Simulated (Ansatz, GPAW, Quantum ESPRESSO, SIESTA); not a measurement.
Nb: programs and potentials compared

```
Nb
1.0
    -1.66395    1.66395    1.66395
     1.66395   -1.66395    1.66395
     1.66395    1.66395   -1.66395
Nb
1
Cartesian
  0.0000 0.0000 0.0000
```

Alike in all runs: task band structure; functional PBEsol; k mesh 11 × 11 × 11; occupations fermi-dirac, width 0.05 eV; no spin polarisation; no spin-orbit coupling. Pressure is positive in compression and, in plane waves, holds the error of the finite cutoff, which Ansatz's Pulay term estimates and takes out.

| program and potentials | plane-wave cutoff (eV) | notes | pressure (GPa) |
| --- | --- | --- | --- |
| Ansatz, PAW datasets made for the crystal | 240 | - | -7.80 |
| Quantum ESPRESSO, GBRV 1.5 PBEsol | 612 | - | -8.31 |
| SIESTA, files PseudoDojo sr-pbesol-0.4.1-standard, DZP (energy shift 0.003 Ry; two zetas on semicore shells) | - | atomic basis | -6.44 |
| Quantum ESPRESSO, PseudoDojo 0.4.1 SR PBEsol standard | 1116 | - | -7.61 |
| Ansatz, all-electron LAPW, scalar-relativistic | - | - | -7.80 |
| GPAW, PAW data sets generated for this functional | 600 | - | -8.45 |

The pressure spans -8.45 (GPAW, PAW data sets generated for this functional) to -6.44 GPa (SIESTA, files PseudoDojo sr-pbesol-0.4.1-standard, DZP (energy shift 0.003 Ry; two zetas on semicore shells)), with all-electron results at -7.80. Rows in atomic bases carry the error of their basis and grid, which can be large.

Differences between rows come from potentials, basis sets and numerical settings, since the functional is the same but for its coding. Runs on potential files found faulty are left out.

All six calculations put bcc niobium under tension at this volume, so PBEsol favours a smaller cell. The sign is robust against the choice of potential and basis. Niobium's partly filled 4d band mainly occupies bonding states, which makes the metal stiff, so even a slight lattice expansion produces a tensile stress of several GPa. For the same reason, small differences in the description of the 4d and semicore shells show up clearly in the pressure.

The crystal-specific PAW datasets reproduce the all-electron value of -7.80 GPa, and PseudoDojo in plane waves lies close by at -7.61 GPa. Since SIESTA uses the same PseudoDojo family but gives -6.44 GPa, its deviation probably stems mostly from the localised basis or grid rather than the pseudopotential. The more negative GBRV and GPAW values may reflect either their datasets or residual Pulay stress, which acts in that direction. Agreement at a single volume does not establish equal equilibrium lattice constants or bulk moduli.
